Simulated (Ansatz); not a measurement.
# S: pressure up to the limit of the methods

One table from this session's results is given with a row withheld; the runs are named, their logs left out.

Method: DFT PBE, with the methods named in each step, in Ansatz 0.2.0.

1 further run of the same task is left out (set aside as unsound or not needed).

## The starting structure

It takes space group Im-3m (No. 229, cubic). The conventional cell has a = 3.240 Å, b = 3.240 Å, c = 3.240 Å, α = 90.00°, β = 90.00°, γ = 90.00°. Around S (site symmetry m-3m) lie 8 S at 2.81 Å.

As a file:

```
S
1.0
    -1.61981    1.61981    1.61981
     1.61981   -1.61981    1.61981
     1.61981    1.61981   -1.61981
S
1
Direct
  0.00000 0.00000 0.00000
```

Whether this phase is the stable one at these pressures isn't tested.

The first run:

The input, input.yaml:

```yaml
crystal:
  lattice:
    - [-1.6198059006, 1.6198059006, 1.6198059006]
    - [1.6198059006, -1.6198059006, 1.6198059006]
    - [1.6198059006, 1.6198059006, -1.6198059006]
  atoms:
    - { symbol: S, position: [0.0, 0.0, 0.0] }
kpoints:
  mp_grid: { grid: [16, 16, 16] }
scf:
  occupations: { method: fermi_dirac, width: 0.1 }
hamiltonian:
  xc: pbe
  pseudopotentials: { kind: paw }
output:
  forces: true
  stress: true
  write_density: true
  write_potential: true
  elf: true
  volumetric_format: npy
relax:
  f_tol: 0.005
  max_steps: 40
  cell: {}
```

Run with:

```sh
$ ansatz run input.yaml --threads 1 --pin off --max-ram 2048MiB --backend cpu --events-out ev --progress --plain --runs-dir out
```

Steps of the session up to this table: Cell relaxed at zero pressure, PAW; Volume scaled by 1, PAW; Volume scaled by 0.88, PAW; Volume scaled by 0.78, PAW; Volume scaled by 0.68, PAW; Volume scaled by 0.58, PAW; Volume scaled by 0.5, PAW; Volume scaled by 0.43, PAW; Volume scaled by 0.43, PAW (core large).

One table of the session follows, with a row left open; its other results are not shown here.

 The rows PAW, 0.43 and PAW (core large), 0.43 agree to the last digit and may rest on the same set-up.

| method | volume over the first | volume (Å³/atom) | pressure (GPa) |
| --- | --- | --- | --- |
| PAW | 1 | 15.770 | 0.00 |
| PAW | 0.88 | 13.877 | 13.64 |
| PAW | 0.78 | ? | ? |
| PAW | 0.68 | 10.723 | 70.30 |
| PAW | 0.58 | 9.147 | 134.10 |
| PAW | 0.5 | 7.885 | 217.66 |
| PAW | 0.43 | 6.781 | 347.99 |
| PAW (core large) | 0.43 | 6.781 | 347.99 |

Estimate the missing values for PAW, 0.78.

As computed: volume (Å³/atom): 12.300; pressure (GPa): 34.07. In the column «volume (Å³/atom)» it lies between PAW, 0.68 (10.723) and PAW, 0.88 (13.877).
